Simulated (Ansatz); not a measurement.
BAs (zincblende) at its r2SCAN geometry, run in the PAW code Ansatz at 2 levels of theory. Calculated for a static, non-magnetic cell.

The DDH-PBE0 input:
```yaml
crystal:
  lattice:
    - [0.0, 2.3918677353, 2.3918677353]
    - [2.3918677353, 0.0, 2.3918677353]
    - [2.3918677353, 2.3918677353, 0.0]
  atoms:
    - { symbol: B, position: [0.0, 0.0, 0.0] }
    - { symbol: As, position: [0.25, 0.25, 0.25] }
  host: atoms
kpoints:
  mp_grid: { grid: [6, 6, 6] }
  band_path:
    path:
      - [0.0, 0.0, 0.0]
      - [-0.5, -0.5, 0.0]
      - [-0.375, -0.375, 0.25]
      - [-0.375, 0.0, 0.375]
      - [0.0, 0.0, 0.5]
      - [-0.5, -0.25, 0.25]
      - [0.0, 0.398437, 0.398438]
    npoints: 1
hamiltonian:
  xc:
    exchange: pbe
    correlation: pbe
    exx: { coeff: inverse_dielectric }
scf:
  occupations: { method: fixed }
  n_extra_bands: 4
output:
  forces: true
  stress: true
  eigenvalues: true
```

Main results, then, where recorded, the levels near the gap in eV from the Fermi energy (columns number the bands from 0), one row a point of the path (Γ, X, U, K, L, W, Γ–X (0.80)):
```
Crystal: 2 atoms, lattice volume = 27.368 Å³
Symmetry: 24 space group operations
Space group: F-43m (ITA 216)
```
```
ε∞ on k-mesh 4×4×4 of a primitive cell: xx 9.7909, yy 9.7909, zz 9.7909; 3/Tr ε∞, of that cell with its empty space = 0.10213566684911952
Basis set: ecut = 420 eV, 531 PW (Γ)
k-points: 16 of 216 (time reversal used)
hybrid outer 1: dexx = +4.267e-4 eV, tail = 2.18e-6 eV
hybrid outer 2: dexx = +1.145e-8 eV, tail = 2.62e-9 eV, Δε = 4.57e-4 eV
hybrid SCF converged: 2 outer / 8 inner (+2 warm-up)
Free energy (F): -5012.647396 eV
Fermi energy:    10.778250 eV
--- Stress (GPa, compression-positive) ---
        0.790301       0.000000       0.000000
        0.000000       0.790301       0.000000
        0.000000       0.000000       0.790301
  P = ⅓ Tr σ = 0.7903 GPa (7.903 kbar)
```
```tsv
band_6	band_7	band_8	band_9	band_10	band_11
0.000	0.000	0.000	3.879	3.879	3.879
-8.939	-4.245	-4.245	1.971	2.001	12.303
-8.543	-6.183	-3.627	2.608	6.241	10.060
-8.543	-6.183	-3.627	2.608	6.241	10.060
-9.177	-1.899	-1.899	3.286	5.441	5.441
-8.461	-5.701	-5.397	5.926	6.705	7.454
-7.634	-4.002	-4.002	1.717	2.847	11.257
```

With DDH-PBE0 the valence top lies at Γ and the conduction bottom at Γ–X (0.80 of the way from Γ), 1.72 eV higher; the smallest vertical gap, at Γ, is 3.88 eV.

PBE0. Against the first input these blocks differ (the band path and keys that only write files left aside):
```yaml
hamiltonian:
  xc: pbe0
```
(crystal.host left out)

```
Basis set: ecut = 420 eV, 531 PW (Γ)
k-points: 16 of 216 (time reversal used)
hybrid outer 1: dexx = +6.003e-3 eV, tail = 6.33e-5 eV
hybrid outer 2: dexx = +3.479e-7 eV, tail = 3.34e-8 eV, Δε = 1.80e-3 eV
hybrid SCF converged: 2 outer / 9 inner (+2 warm-up)
Free energy (F): -5013.493985 eV
Fermi energy:    10.344428 eV
--- Stress (GPa, compression-positive) ---
       -1.165292       0.000000       0.000000
        0.000000      -1.165292       0.000000
        0.000000       0.000000      -1.165292
  P = ⅓ Tr σ = -1.1653 GPa (-11.653 kbar)
```
```tsv
band_6	band_7	band_8	band_9	band_10	band_11
0.000	0.000	0.000	4.786	4.786	4.786
-9.562	-4.503	-4.503	2.761	2.824	13.698
-9.141	-6.550	-3.847	3.443	7.268	11.318
-9.141	-6.550	-3.847	3.443	7.268	11.318
-9.776	-2.015	-2.015	4.216	6.408	6.408
-9.063	-6.035	-5.719	6.900	7.864	8.407
-8.139	-4.244	-4.244	2.512	3.689	12.575
```

With PBE0 the valence top lies at Γ and the conduction bottom at Γ–X (0.80 of the way from Γ), 2.51 eV higher; the smallest vertical gap, at Γ, is 4.79 eV. The mean pressure is -1.2 GPa (compression positive), so PBE0 would shrink the cell's volume. The stress of a hybrid is loosely converged here.

Totals of different functionals can't be compared.

The runs are scalar-relativistic, without spin-orbit coupling.

The meshes of the hybrids are coarse, so their gaps aren't converged to the digits shown.
